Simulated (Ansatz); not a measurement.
**SnTe: where the heat goes in a short trajectory**

These are results of DFT PBE+D3(BJ), scalar-relativistic, plane waves, PAW (Ansatz 0.2.0), not measurements. Cutoff 420 eV, shifted (0.5, 0.5, 0.5 steps) 2×2×2 k-points, Fermi–Dirac smearing of 0.05 eV. The mesh is coarse. No spin polarisation.

24 atoms start on the lattice sites below (V = 672.0 Å³, 1.00 times the source cell's; static pressure -0.17 GPa, largest force component 0.00 eV/Å) with velocities drawn for 150 K; Langevin thermostat aiming at the same temperature, fixed cell, 69 steps of 3 fs.

```
Sn Te
1.0
    -3.82589    7.65177    3.82589
     3.82589    3.82589    7.65177
     3.82589    7.65177   -3.82589
Sn Te
12 12
Direct
  0.58333 0.33333 0.25000
  0.83333 0.33333 0.50000
  0.91667 0.66667 0.25000
  0.08333 0.33333 0.75000
  0.16667 0.66667 0.50000
  0.25000 0.00000 0.25000
  0.33333 0.33333 0.00000
  0.41667 0.66667 0.75000
  0.50000 0.00000 0.50000
  0.66667 0.66667 0.00000
  0.75000 0.00000 0.75000
  0.00000 0.00000 0.00000
  0.95833 0.33333 0.12500
  0.20833 0.33333 0.37500
  0.29167 0.66667 0.12500
  0.45833 0.33333 0.62500
  0.54167 0.66667 0.37500
  0.62500 0.00000 0.12500
  0.70833 0.33333 0.87500
  0.79167 0.66667 0.62500
  0.87500 0.00000 0.37500
  0.04167 0.66667 0.87500
  0.12500 0.00000 0.62500
  0.37500 0.00000 0.87500
```

```
t (fs) T (K) kinetic energy (meV/atom) potential energy over the first frame (meV/atom) P with the kinetic part (GPa)
   0.0    144                       18.6                                               0.0                          -0.10
  15.0    174                       22.6                                               0.4                          -0.07
  30.0    160                       20.7                                               1.3                          -0.02
  45.0    145                       18.8                                               2.7                           0.05
  60.0    131                       16.9                                               4.1                           0.12
  75.0    164                       21.1                                               5.8                           0.24
  90.0    168                       21.7                                               8.4                           0.38
 105.0    142                       18.4                                              10.8                           0.49
 120.0    151                       19.5                                              11.9                           0.59
 135.0    143                       18.5                                              12.2                           0.68
 150.0    131                       16.9                                              12.1                           0.76
 165.0    104                       13.4                                              12.1                           0.88
 180.0    106                       13.7                                              11.6                           0.95
 195.0    116                       15.0                                              11.6                           1.04
```

T counts 3N degrees of freedom. Means over every step of the second half, not only the rows shown: T = 129 K, kinetic energy 16.6 meV/atom, potential energy 11.8 meV/atom, P = 0.80 GPa.

Q: Does the potential energy follow equipartition for harmonic vibrations?

A: In a harmonic crystal each vibration holds as much potential as kinetic energy on average; T is counted on all 3N degrees of freedom here, and the thermostat also drives the centre of mass, which has no potential energy, so the share is (N − 1)/N of the kinetic energy, 15.9 meV/atom. The run has 11.8, a ratio of 0.74. The deficit can mean that slow modes haven't yet taken up their share, that the thermostat is still feeding kinetic energy, or that the atoms found a lower arrangement than the start. So short a run gives a rough mean. Electronic entropy is part of the potential energy at this smearing.

Q: Split the rise of pressure into the kinetic part and the rest. Can a thermal Grüneisen parameter be estimated?

A: The program counts the kinetic part as N k_B T/V = 0.06 GPa. The pressure lies 0.98 GPa over the static one in all, so the forces add 0.91 GPa. For a harmonic mode with ω ∝ V^(−γ) and an amplitude that scales with the cell, the forces add (2γ − 2/3)U/V, which needs no equipartition; when U equals the kinetic energy K, this and the kinetic part 2K/(3V) sum to the Mie–Grüneisen γE_th/V. With U = N × 11.8 meV, γ = 1/3 + V ΔP_forces/(2U) = 7.11, for harmonic vibrations a mean over the modes weighted by their potential energy, for uniform scaling of the cell (in a layered or otherwise anisotropic crystal this differs from γ under hydrostatic pressure). Most solids fall between 1 and 3, and tetrahedral, framework and layered ones often lower; anharmonic motion and pressure swings in a cell of 24 atoms make this value uncertain by tenths or more. The mean pressure differs by 0.3 GPa between the two halves of this window, worth 2.3 in γ, so slow motion isn't averaged out and the value is a rough guess.

Cost: 1 run of about 21 core-minutes (earlier runs that led there not counted), on AMD EPYC 9R45 (Zen 5) (shared hosts).